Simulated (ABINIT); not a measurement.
Wanted: the native input for an ABINIT 10.8.3 (patched build) run.

```yaml
Task: band structure
Functional: BP86
Potentials_or_basis: JTH PAW PBE v2.0
Cutoff: 408 eV
k_mesh: 8 × 8 × 8
Occupations: fermi-dirac, width 0.05 eV
Spin: no spin polarisation
Fine-grid_cutoff: 816.342 eV
Exchange_and_correlation_inside_the_PAW_spheres: full angular mesh (pawxcdev 0, this build's default; the released program takes 1)
```

Crystal: SnSe.

```
Sn Se
1.0
     0.00000    3.01000    3.01000
     3.01000    0.00000    3.01000
     3.01000    3.01000    0.00000
Sn Se
1 1
Direct
  0.00000 0.00000 0.00000
  0.50000 0.50000 0.50000
```

Measurements of this composition are mostly on another form, of space group No. 62.

The input as run:

run.abi

```
# Datasets: ground state, then fixed potential
ndtset 2

# Pseudopotentials
pp_dirpath "./"
pseudos "Sn.GGA_PBE-JTH.xml, Se.GGA_PBE-JTH.xml"

# Structure
acell 3*1.0
rprim
     0.0000000000     5.6880756351     5.6880756351
     5.6880756351     0.0000000000     5.6880756351
     5.6880756351     5.6880756351     0.0000000000
ntypat 2
znucl 50 34
natom 2
typat 1 2
xcart
     0.0000000000     0.0000000000     0.0000000000
     5.6880756351     5.6880756351     5.6880756351

# Plane-wave basis
ecut 15.0
pawecutdg 30.0

# Exchange and correlation
ixc -106132

# Bands and occupations
occopt 3
tsmear 0.05 eV

# SCF cycle
nstep 100

# Output
iomode 3
prtwf 0
prteig 0
prtebands 0
enunit 1
prtden1 1

# Dataset 1
kptopt1 1
ngkpt1 8 8 8
nshiftk1 1
shiftk1 0.0 0.0 0.0
nband1 14
tolvrs1 1.0e-9

# Dataset 2: bands along G-X-W-K-G-L-U-W-L-K
iscf2 -2
getden2 1
nband2 18
nbdbuf2 2
tolwfr2 1.0e-12
kptopt2 -9
ndivsm2 5
prteig2 1
prtvol2 -3
kptbounds2
     0.0000000000     0.0000000000     0.0000000000
     0.5000000000     0.0000000000     0.5000000000
     0.5000000000     0.2500000000     0.7500000000
     0.3750000000     0.3750000000     0.7500000000
     0.0000000000     0.0000000000     0.0000000000
     0.5000000000     0.5000000000     0.5000000000
     0.6250000000     0.2500000000     0.6250000000
     0.5000000000     0.2500000000     0.7500000000
     0.5000000000     0.5000000000     0.5000000000
     0.3750000000     0.3750000000     0.7500000000
```

Potentials or basis: JTH PAW PBE v2.0.

Run with:

```bash
$ abinit run.abi > log 2>&1
```

It gave:

The band gap on the k mesh is 0.52 eV, direct. The valence electrons inside the program's atomic spheres are Sn 11.78; Se 3.90.

Caveat: spin-orbit coupling is left out, which moves the levels of the heavy elements.

Wall time 48 s on 1 thread of Arm Neoverse V1, with other jobs on the host, peak memory 0.12 GiB.
